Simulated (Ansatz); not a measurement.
## Si in Ansatz: the effect of functional

Crystal: Si.

```
Si
1.0
    -2.32296    2.32296    1.30213
     2.32296   -2.32296    1.30213
     2.32296    2.32296   -1.30213
Si
2
Direct
  0.50000 0.50000 0.00000
  0.25000 0.75000 0.50000
```

This isn't the form of Si at room conditions, which is diamond.

The cell isn't the ideal one: volume scaled by 0.94.

Alike in all runs:

| Property | Result |
| --- | --- |
| Program | Ansatz 0.2.0 |
| Task | single point |
| Potentials or basis | Ansatz PAW |
| k mesh | 11 × 11 × 11 |
| Occupations | fermi-dirac, width 0.05 eV |
| Spin | no spin polarisation |

Question: One run gave: pressure 11.1 GPa. Which functional did it use?
A. PBEsol
B. r2SCAN
C. LDA

Answer: B.

```csv
functional,cutoff,pressure (GPa)
LDA,420 eV (not typed: the program's choice for these potentials),7.2
PBEsol,420 eV (not typed: the program's choice for these potentials),9.1
r2SCAN,500 eV (not typed: the program's choice for these potentials),11.1
```

Caveats: the PAW data sets come from PBE, with cores solved anew for the run's functional, which leaves a small shift of forces and pressure.
